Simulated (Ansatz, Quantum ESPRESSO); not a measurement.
Given: the input of a run of Quantum ESPRESSO 7.5 (ASE script) on BN. The cell is a database's computed one, not the measured one.

Contents of run.py:

```python
import numpy as np
from ase.calculators.espresso import Espresso, EspressoProfile
from ase.io import read

atoms = read('BN.cif')

input_data = {
    'control': {'calculation': 'scf', 'prefix': 'pwscf', 'outdir': './tmp', 'tprnfor': True, 'tstress': True, 'disk_io': 'low'},
    'system': {'ecutwfc': 84.0, 'nbnd': 9, 'input_dft': 'pbesol', 'occupations': 'smearing', 'smearing': 'fd', 'degauss': 0.00367493, 'vdw_corr': 'grimme-d3', 'dftd3_version': 4},
    'electrons': {'conv_thr': 4e-10, 'electron_maxstep': 120, 'mixing_beta': 0.5},
}
pseudopotentials = {'B': 'B.upf', 'N': 'N.upf'}
profile = EspressoProfile(command='pw.x', pseudo_dir='pseudo')
dft = Espresso(profile=profile, input_data=input_data, pseudopotentials=pseudopotentials, kpts=(13, 13, 13), koffset=(0, 0, 0))
atoms.calc = dft

from ase.optimize import FIRE
from ase.filters import FrechetCellFilter
done = FIRE(FrechetCellFilter(atoms), trajectory='opt.traj').run(fmax=0.02, steps=30)
print('converged', done)
print('cell (A)', np.round(atoms.cell.cellpar(), 5))
print(f'energy {atoms.get_potential_energy():.8f} eV')
print('forces (eV/A)')
print(np.round(atoms.get_forces(), 6))
print('stress (eV/A^3, Voigt)')
print(np.round(atoms.get_stress(), 8))
print(f'Fermi level {dft.get_fermi_level():.4f} eV')
```

Contents of BN.cif:

```cif
data_BN
_cell_length_a 2.56397060
_cell_length_b 2.56397060
_cell_length_c 2.56397060
_cell_angle_alpha 60.00000000
_cell_angle_beta 60.00000000
_cell_angle_gamma 60.00000000
_space_group_name_H-M_alt 'P1'
_space_group_name_Hall 'P 1'
_space_group_IT_number 1
loop_
_space_group_symop_operation_xyz
'x,y,z'
loop_
_atom_site_label
_atom_site_type_symbol
_atom_site_symmetry_multiplicity
_atom_site_Wyckoff_symbol
_atom_site_fract_x
_atom_site_fract_y
_atom_site_fract_z
_atom_site_occupancy
N1 N 1 a 0.2500000000 0.2500000000 0.2500000000 1
B1 B 1 a 0.0000000000 0.0000000000 0.0000000000 1
```

Potentials or basis: PseudoDojo 0.4.1 SR PBE standard.

Launch:

```sh
$ OMP_NUM_THREADS=1 python run.py
```

Set up the same calculation for Ansatz 0.2.0. Potentials or basis there: all-electron LAPW, scalar-relativistic.

As run (cutoffs and basis follow the program's own potentials, and thresholds, step limits or extra output files can differ):

File input.yaml:

```yaml
crystal:
  lattice:
    - [0.0, 1.813001, 1.813001]
    - [1.813001, 0.0, 1.813001]
    - [1.813001, 1.813001, 0.0]
  atoms:
    - { symbol: "N", position: [0.25, 0.25, 0.25] }
    - { symbol: B, position: [0.0, 0.0, 0.0] }
kpoints:
  mp_grid: { grid: [13, 13, 13] }
scf:
  occupations: { method: fermi_dirac, width: 0.05 }
hamiltonian:
  xc: pbesol
  dispersion: d3bj
  pseudopotentials: { kind: all_electron, lapw: { basis_error: 0.001 } }
output:
  forces: true
  stress: true
relax:
  f_tol: 0.02
  max_steps: 60
  cell: {}
```

Potentials or basis: all-electron LAPW, scalar-relativistic.

Launch:

```console
$ ansatz run input.yaml --threads 1 --pin off --max-ram 3072MiB --backend cpu --events-out ev --progress --plain --runs-dir out
```

Both were run:

|  | Quantum ESPRESSO | Ansatz |
| --- | --- | --- |
| Relaxed volume | 5.82 Å³/atom | 5.80 Å³/atom |
| Relaxed cell | a = 2.544 Å, b = 2.544 Å, c = 2.544 Å, α = 60.00°, β = 60.00°, γ = 60.00° | a = 2.541 Å, b = 2.541 Å, c = 2.541 Å, α = 60.00°, β = 60.00°, γ = 60.00° |
| Space group after relaxing | F-43m (No. 216) | F-43m (No. 216) |
| Pressure after relaxing | 0.4 GPa | 0.0 GPa |

Quantum ESPRESSO's potentials were made for PBE.

Where Ansatz's input types no cutoff or centring, it takes its own default and a Γ-centred mesh.

Pressure is positive in compression.
